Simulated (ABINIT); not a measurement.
# MnO (Fm-3m) in ABINIT: reference runs

Reference runs on MnO: the cell as given.

Program: ABINIT 10.8.3 (patched build). These are calculated values, not measurements. Logs are shortened: lines on timing, memory, paths and dates and some standing lists are left out, and cuts for length are marked. The log counts tension as positive stress, the text compression.

## 1. The structure

It takes space group Fm-3m (No. 225, cubic). The conventional cell has a = 4.444 Å, b = 4.444 Å, c = 4.444 Å, α = 90.00°, β = 90.00°, γ = 90.00°. Mn (site symmetry m-3m) is surrounded by 6 O at 2.22 Å. O (site symmetry m-3m) is surrounded by 6 Mn at 2.22 Å.

## 2. Single point, PBE, collinear spin, ferromagnetic start

Input file run.abi:

```
# Pseudopotentials
pp_dirpath "./"
pseudos "Mn.GGA_PBE-JTH.xml, O.GGA_PBE-JTH.xml"

# Structure
structure "poscar:POSCAR"
natom 2

# Plane-wave basis
ecut 26.0
pawecutdg 48.0
pawxcdev 0

# k points
kptopt 1
ngkpt 10 10 10
nshiftk 1
shiftk 0.0 0.0 0.0

# Exchange and correlation
ixc 11

# Bands and occupations
nband 16
occopt 3
tsmear 0.05 eV

# Spin
nsppol 2
spinat
     0.0000000000     0.0000000000     5.0000000000
     0.0000000000     0.0000000000     0.0000000000

# SCF cycle
nstep 100
tolvrs 1.0e-9

# Output
iomode 3
prtwf 0
prtden 0
prteig 0
prtebands 0
enunit 1
```

Input file POSCAR:

```
MnO
1.0
    0.0000000000      2.2220003300      2.2220003300
    2.2220003300      0.0000000000      2.2220003300
    2.2220003300      2.2220003300      0.0000000000
Mn O
1 1
Direct
    0.0000000000      0.0000000000      0.0000000000  Mn
    0.5000000000      0.5000000000      0.5000000000  O
```

Potentials or basis: JTH PAW PBE v2.0.

Launch:

```
$ abinit run.abi > log 2>&1
```

run.abo:

```text
.Version 10.8.3 of ABINIT
 Symmetries : space group Fm -3 m (#225); Bravais cF (face-center cubic)
================================================================================
 Values of the parameters that define the memory need of the present run
     intxc =       0    ionmov =       0      iscf =      17    lmnmax =      18
     lnmax =       6     mgfft =      30  mpssoang =       3    mqgrid =    3001
     natom =       2  nloc_mem =       2    nspden =       2   nspinor =       1
    nsppol =       2      nsym =      48    n1xccc =       1    ntypat =       2
    occopt =       3   xclevel =       2
       mpw =         956          nfft =       27000          nkpt =          47
 PAW method is used; the additional fine FFT grid is defined by:
   mgfftf=        40    nfftf =     64000
================================================================================
================================================================================

--------------------------------------------------------------------------------
------------- Echo of variables that govern the present computation ------------
--------------------------------------------------------------------------------
 -outvars: echo values of preprocessed input variables --------
            acell      1.0000000000E+00  1.0000000000E+00  1.0000000000E+00 Bohr
              amu      5.49380500E+01  1.59994000E+01
             ecut      2.60000000E+01 Hartree
           enunit           1
              ixc          11
         kptrlatt       10    0    0      0   10    0      0    0   10
          kptrlen      5.93824326E+01
            natom           2
            nband          16
            ngfft          30      30      30
          ngfftdg          40      40      40
             nkpt          47
           nspden           2
           nsppol           2
            nstep         100
             nsym          48
           ntypat           2
           occopt           3
        pawecutdg      4.80000000E+01 Hartree
         pawxcdev           0
           prtden           0
        prtebands           0
           prteig           0
            prtwf           0
            rprim      0.0000000000E+00  4.1989720754E+00  4.1989720754E+00
                       4.1989720754E+00  0.0000000000E+00  4.1989720754E+00
                       4.1989720754E+00  4.1989720754E+00  0.0000000000E+00
          spgroup         225
           spinat      0.0000000000E+00  0.0000000000E+00  5.0000000000E+00
                       0.0000000000E+00  0.0000000000E+00  0.0000000000E+00
           tolvrs      1.00000000E-09
           tsmear      1.83746611E-03 Hartree
            typat      1  2
           useylm           1
           xangst      0.0000000000E+00  0.0000000000E+00  0.0000000000E+00
                       2.2220003300E+00  2.2220003300E+00  2.2220003300E+00
            xcart      0.0000000000E+00  0.0000000000E+00  0.0000000000E+00
                       4.1989720754E+00  4.1989720754E+00  4.1989720754E+00
             xred      0.0000000000E+00  0.0000000000E+00  0.0000000000E+00
[... 154 lines left out ...]

 cartesian forces (hartree/bohr) at end:
    1     -0.00000000000000    -0.00000000000000    -0.00000000000000
    2     -0.00000000000000    -0.00000000000000    -0.00000000000000
 frms,max,avg= 0.0000000E+00 0.0000000E+00   0.000E+00  0.000E+00  0.000E+00 h/b

 cartesian forces (eV/Angstrom) at end:
    1     -0.00000000000000    -0.00000000000000    -0.00000000000000
    2     -0.00000000000000    -0.00000000000000    -0.00000000000000
 frms,max,avg= 0.0000000E+00 0.0000000E+00   0.000E+00  0.000E+00  0.000E+00 e/A
 length scales=  1.000000000000  1.000000000000  1.000000000000 bohr
              =  0.529177210544  0.529177210544  0.529177210544 angstroms
 Fermi (or HOMO) energy (eV) =   7.80517   Average Vxc (eV)= -11.47032
 Eigenvalues (   eV  ) for nkpt=  47  k points, SPIN UP:
 kpt#   1, nband= 16, wtk=  0.00100, kpt=  0.0000  0.0000  0.0000 (reduced coord)
 -73.81681  -42.55274  -42.55274  -42.55274  -12.50986    4.02549    4.02549    4.02549
   4.58281    4.58281    4.58281    5.11355    5.11355    7.24428   21.78921   24.01070
 prteigrs : prtvol=0 or 1, do not print more k-points.

 Eigenvalues (   eV  ) for nkpt=  47  k points, SPIN DOWN:
 kpt#   1, nband= 16, wtk=  0.00100, kpt=  0.0000  0.0000  0.0000 (reduced coord)
 -69.04489  -37.87124  -37.87124  -37.87124  -12.06310    4.41632    4.41632    4.41632
   8.54799    8.54799    8.54799    8.56620    9.18074    9.18074   22.46013   25.50004
 prteigrs : prtvol=0 or 1, do not print more k-points.

--- !EnergyTerms
iteration_state     : {dtset: 1, }
comment             : Components of total free energy in Hartree
kinetic             :  2.01767018089652E+01
hartree             :  2.67333986284707E+01
xc                  : -6.63395356499592E+00
Ewald energy        : -8.29251121235000E+01
psp_core            :  4.88355429260319E+00
local_psp           : -7.61620406455965E+01
PAW spherical_terms : -7.05239602237222E+00
internal            : -1.20979847626426E+02
'-kT*entropy'       : -2.78052218046706E-04
total_energy        : -1.20980125678644E+02
total_energy_eV     : -3.29203692792890E+03
...

--- !EnergyTermsDC
iteration_state     : {dtset: 1, }
comment             : '"Double-counting" decomposition of free energy'
band_energy         : -1.34273187244466E+01
Ewald energy        : -8.29251121235000E+01
psp_core            :  4.88355429260319E+00
xc_dc               : -2.47427806109112E+01
PAW spherical_terms : -4.76819021829948E+00
internal            : -1.20979847384554E+02
'-kT*entropy'       : -2.78052218046706E-04
total_energy_dc     : -1.20980125436772E+02
total_energy_dc_eV  : -3.29203692134724E+03
...

--- !EnergyTermsWithPAWCore
iteration_state     : {dtset: 1, }
comment             : 'Components of total free energy, including PAW core contributions'
Total energy        : -1.23391196981398E+03
Total energy DC     : -1.23391196957211E+03
Total energy (eV)   : -3.35764552041474E+04
Total energy DC (eV): -3.35764551975657E+04
...

 Cartesian components of stress tensor (hartree/bohr^3)
  sigma(1 1)= -1.30913778E-05  sigma(3 2)=  0.00000000E+00
  sigma(2 2)= -1.30913778E-05  sigma(3 1)=  0.00000000E+00
  sigma(3 3)= -1.30913778E-05  sigma(2 1)=  0.00000000E+00

-Cartesian components of stress tensor (GPa)         [Pressure=  3.8516E-01 GPa]
- sigma(1 1)= -3.85161632E-01  sigma(3 2)=  0.00000000E+00
- sigma(2 2)= -3.85161632E-01  sigma(3 1)=  0.00000000E+00
- sigma(3 3)= -3.85161632E-01  sigma(2 1)=  0.00000000E+00

== END DATASET(S) ==============================================================
================================================================================

 -outvars: echo values of variables after computation  --------
            acell      1.0000000000E+00  1.0000000000E+00  1.0000000000E+00 Bohr
           etotal     -1.2098012544E+02
            fcart     -0.0000000000E+00 -0.0000000000E+00 -0.0000000000E+00
                      -0.0000000000E+00 -0.0000000000E+00 -0.0000000000E+00
            rprim      0.0000000000E+00  4.1989720754E+00  4.1989720754E+00
                       4.1989720754E+00  0.0000000000E+00  4.1989720754E+00
                       4.1989720754E+00  4.1989720754E+00  0.0000000000E+00
           strten     -1.3091377785E-05 -1.3091377785E-05 -1.3091377785E-05
                       0.0000000000E+00  0.0000000000E+00  0.0000000000E+00
           xangst      0.0000000000E+00  0.0000000000E+00  0.0000000000E+00
                       2.2220003300E+00  2.2220003300E+00  2.2220003300E+00
             xred      0.0000000000E+00  0.0000000000E+00  0.0000000000E+00
                       5.0000000000E-01  5.0000000000E-01  5.0000000000E-01
 Calculation completed.
```

Wall time 3 min (1 thread of AMD EPYC, shared host); peak memory 0.16 GiB.

Results:

```yaml
Free_energy: -3292.0369 eV
Pressure: 0.4 GPa
Band_gap_on_the_k_mesh: none (metal or under the smearing width)
Net_moment: 4.79 μB per cell
Site_moments: Mn +4.23; O +0.20 μB
Valence_electrons_inside_the_program's_atomic_spheres: Mn 13.03; O 4.51
```

Caveat: a cell with one magnetic atom can't hold antiferromagnetic order, which such compounds often take; semilocal functionals often make such compounds metallic where correlation or magnetic order opens a gap, which also shifts bond lengths. With open d or f shells a metallic result of PBE can be an artefact of self-interaction; +U or a hybrid may open a gap.
